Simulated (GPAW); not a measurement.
CsH:

```
CELL_PARAMETERS angstrom
0.00000 3.18800 3.18800
3.18800 0.00000 3.18800
3.18800 3.18800 0.00000
ATOMIC_POSITIONS crystal
Cs 0.00000 0.00000 0.00000
H 0.50000 0.50000 0.50000
```

Base run:

```yaml
Program: GPAW 26.7.0
Functional: LDA
Potentials_or_basis: the program's PAW data sets (release 1.2.1) made for this functional
Cutoff: 600 eV
Basis: pw
k_mesh: 7 × 7 × 7
Occupations: fermi-dirac, width 0.05 eV
Spin: no spin polarisation
```

Its results: band gap on the k mesh 2.23 eV, direct; pressure -1.2 GPa.

Task: The run is repeated on the same cell with these changes: functional from LDA to PBEsol; potentials or basis from the program's PAW data sets (release 1.2.1) made for this functional to PAW data sets generated in the run's folder for this functional. What comes out?

Result: Band gap on the k mesh 2.40 eV, direct; pressure -0.5 GPa.

Caveats: spin-orbit coupling is left out, which moves the levels of the heavy elements; the mesh misses the band edges, which the band path finds closer together.
